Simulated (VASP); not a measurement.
**KI: band structure with PBE**

**What was measured.**

A printed reference work, monograph reports, for a bulk crystal of KI: band gap 6.32 eV.

The system is KI.

```
CELL_PARAMETERS angstrom
0.00000 3.50812 3.50812
3.50812 0.00000 3.50812
3.50812 3.50812 0.00000
ATOMIC_POSITIONS crystal
K 0.00000 0.00000 0.00000
I 0.50000 0.50000 0.50000
```

* Program: VASP 6.6.1
* Task: band structure
* Functional: PBE
* Potentials or basis: VASP PAW PBE potentials, release 64 (K_sv, I)
* Cutoff: 520 eV
* k mesh: 8 × 8 × 8
* Occupations: gaussian, width 0.03 eV
* Spin: no spin polarisation
* Further INCAR settings: ALGO = Normal; EDIFF = 1e-06; NBANDS = 15

```json
{"Pressure": "0.9 GPa", "Band gap on the k mesh": "4.01 eV, direct", "Band gap along the path": "4.01 eV, direct"}
```

Levels at the corners of the path, in eV from the valence-band top:
| point | band 6 | band 7 | band 8 | band 9 | band 10 | band 11 |
| --- | --- | --- | --- | --- | --- | --- |
| Γ | 0.00 | 0.00 | 0.00 | 4.01 | 6.49 | 6.49 |
| X | -1.03 | -0.38 | -0.38 | 4.90 | 5.82 | 8.12 |
| X | -1.03 | -0.38 | -0.38 | 4.90 | 5.82 | 8.12 |
| W | -0.75 | -0.75 | -0.62 | 6.47 | 6.47 | 6.69 |
| W | -0.75 | -0.75 | -0.62 | 6.47 | 6.47 | 6.69 |
| K | -0.88 | -0.78 | -0.40 | 5.60 | 6.69 | 7.67 |
| K | -0.88 | -0.78 | -0.40 | 5.60 | 6.69 | 7.67 |
| Γ | 0.00 | 0.00 | 0.00 | 4.01 | 6.49 | 6.49 |
| Γ | 0.00 | 0.00 | 0.00 | 4.01 | 6.49 | 6.49 |
| L | -1.37 | -0.35 | -0.35 | 5.54 | 7.77 | 8.19 |
| L | -1.37 | -0.35 | -0.35 | 5.54 | 7.77 | 8.19 |
| U | -0.88 | -0.78 | -0.40 | 5.60 | 6.69 | 7.67 |
| U | -0.88 | -0.78 | -0.40 | 5.60 | 6.69 | 7.67 |
| W | -0.75 | -0.75 | -0.62 | 6.47 | 6.47 | 6.69 |
| W | -0.75 | -0.75 | -0.62 | 6.47 | 6.47 | 6.69 |
| L | -1.37 | -0.35 | -0.35 | 5.54 | 7.77 | 8.19 |
| L | -1.37 | -0.35 | -0.35 | 5.54 | 7.77 | 8.19 |
| K | -0.88 | -0.78 | -0.40 | 5.60 | 6.69 | 7.67 |
| U | -0.88 | -0.78 | -0.40 | 5.60 | 6.69 | 7.67 |
| X | -1.03 | -0.38 | -0.38 | 4.90 | 5.82 | 8.12 |

It took 2.4 min on 1 thread of AMD EPYC 9R45 96-Core Processor (Zen 5), with other jobs on the host, peak memory 0.22 GiB.

Against the measured gap of KI, 6.32 eV (a printed reference work, monograph), the calculated 4.01 eV is off by -2.31 eV. Spin-orbit coupling on I is left out. The value is that of PBE, without temperature or zero-point motion. Semilocal functionals fall short of measured gaps as a rule.

Caveat: spin-orbit coupling is left out, which moves the levels of the heavy elements.
